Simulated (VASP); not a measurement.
N2, 2 atoms in the cell. The cell holds a molecule in a box, 2 atoms: a = 9.000 Å, b = 9.500 Å, c = 10.000 Å, α = 90.00°, β = 90.00°, γ = 90.00°. 

- Program: VASP 6.6.1
- Task: relaxation of the atoms
- Functional: r2SCAN
- Potentials or basis: VASP PAW PBE potentials, release 64 (N)
- Cutoff: 520 eV
- k mesh: 1 × 1 × 1
- Occupations: fermi-dirac, width 0.02 eV
- Spin: no spin polarisation
- Dipole correction: no
- Further INCAR settings: ALGO = Normal; EDIFF = 1e-06; IBRION = 2; EDIFFG = -0.03; NSW = 80

Potentials or basis: VASP PAW PBE potentials, release 64 (N).

Command:

```sh
$ cat potpaw_PBE.64/N/POTCAR > POTCAR
$ cp INCAR.step1 INCAR
$ mpirun -np 1 vasp_gam > vasp.out
$ cp INCAR.step2 INCAR
$ mpirun -np 1 vasp_gam > vasp.out
```

Hardware: 1 thread of Intel(R) Xeon(R) Platinum 8488C (Sapphire Rapids), with other jobs on the host.

How long does it take, and how much memory?

It took 11 min on 1 thread of Intel(R) Xeon(R) Platinum 8488C (Sapphire Rapids) (shared host), peak memory 0.93 GiB. Counts: scf iterations 65, k points 1, ion steps 3.
